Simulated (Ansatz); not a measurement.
Theory: DFT PBE+D3(BJ), scalar-relativistic, plane waves, PAW (Ansatz 0.2.0). Settings: cutoff 420 eV, Γ-centred meshes spaced at most about 0.3 Å⁻¹, and about 0.25 Å⁻¹ or finer for metals (2π included), Gaussian smearing. No spin polarisation.

Each guess is relaxed in cell and atoms at zero pressure, on a coarse mesh first where it starts far from rest and then on a converged one. The steps can't lower the symmetry of the start, but it can rise. Energies are static (0 K, no zero-point motion).

Two unrelaxed guesses for Si:

A.

```yaml
crystal:
  lattice:
    - [3.87000, 0.00000, 0.00000]
    - [-1.93500, 3.35152, 0.00000]
    - [0.00000, 0.00000, 3.68000]
  atoms:
    - { symbol: Si, position: [0.33333, 0.66667, 0.94022] }
    - { symbol: Si, position: [0.66667, 0.33333, 0.05978] }
```

B.

```yaml
crystal:
  lattice:
    - [2.40387, -2.41595, 0.00000]
    - [2.40387, 2.41595, 0.00000]
    - [0.00000, 0.00000, 3.79339]
  atoms:
    - { symbol: Si, position: [0.25000, 0.75000, 0.49824] }
    - { symbol: Si, position: [0.75000, 0.25000, 0.50176] }
```

Question: Which guess leads to the lower structure, and by how much?

Answer: B ends lower, by 120 meV/atom. A: P-3m1 at 23.9 Å³/atom → P-3m1 at 20.6 Å³/atom; B: Cmme at 22.0 Å³/atom → Pm-3m (simple cubic type) at 15.6 Å³/atom. Counting all near atoms (those within 1.25 times the shortest such distance or 1.15 times the sum of covalent radii), the end of A has Si 3 and the end of B has Si 6. End of A. Conventional cell: a = 3.842 Å, c = 3.227 Å. Si is surrounded by 3 Si at 2.35 Å. End of B. Conventional cell: a = 2.501 Å. Around Si lie 6 Si at 2.50 Å.

Cells without such a test can be saddle points. Shaken at random and relaxed again, the end of B falls into a cell with the simple hexagonal type, space group P6/mmm (No. 191), 71 meV/atom lower, so it is a saddle point or a shallow minimum. Neither end is the lowest form computed: that has the diamond type, space group Fd-3m (No. 227), is reached from a measured cell (COD) and lies 267 meV/atom below the better end. Some structure types and database cells were kept out of the candidates from the start, so a known form may be missing.
